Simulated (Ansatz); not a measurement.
Crystal: Ir.

```
Ir
1.0
     2.75138    0.00000    0.00000
    -1.37569    2.38276    0.00000
     0.00000    0.00000    4.46229
Ir
2
Direct
  0.33333 0.66667 0.25000
  0.66667 0.33333 0.75000
```

This isn't the form of Ir at room conditions, which is fcc.

* Program: Ansatz 0.2.0
* Task: relaxation of cell and atoms
* Functional: PBE0
* Potentials or basis: Ansatz PAW
* Cutoff: 420 eV (not typed: the program's choice for these potentials)
* k mesh: 6 × 6 × 3
* Occupations: fermi-dirac, width 0.05 eV
* Spin: no spin polarisation

At the start: volume 14.63 Å³/atom.

Question: Where does the relaxation end?

Answer: It ends after 8 steps and the volume is 14.01 Å³/atom (-4.2 %); space group P6_3/mmc (No. 194, to 0.05 Å).

Step by step:
| step | energy change (eV) | largest force (eV/Å) | volume (Å³) |
| --- | --- | --- | --- |
| 1 | 0.0000 | 0.0000 | 29.25 |
| 2 | -0.0386 | 0.0000 | 27.04 |
| 3 | -0.0851 | 0.0000 | 28.17 |
| 4 | -0.0863 | 0.0000 | 28.03 |
| 5 | -0.0864 | 0.0000 | 28.02 |
| 6 | -0.0855 | 0.0000 | 28.02 |
| 7 | -0.0855 | 0.0000 | 28.02 |
| 8 | -0.0855 | 0.0000 | 28.02 |

Final structure:
```
Ir
1.0
     2.74024    0.00000    0.00000
    -1.37012    2.37311    0.00000
     0.00000    0.00000    4.30959
Ir
2
Direct
  0.33333 0.66667 0.25000
  0.66667 0.33333 0.75000
```

Caveat: the k mesh is coarse (spacing up to 0.47 Å⁻¹), so the values aren't converged, least of all with exact exchange; the plane-wave basis is chosen anew once the cell has moved, so the energies of steps on either side of that aren't comparable; the PAW data sets come from PBE, with cores solved anew for the run's functional, which leaves a small shift of forces and pressure.
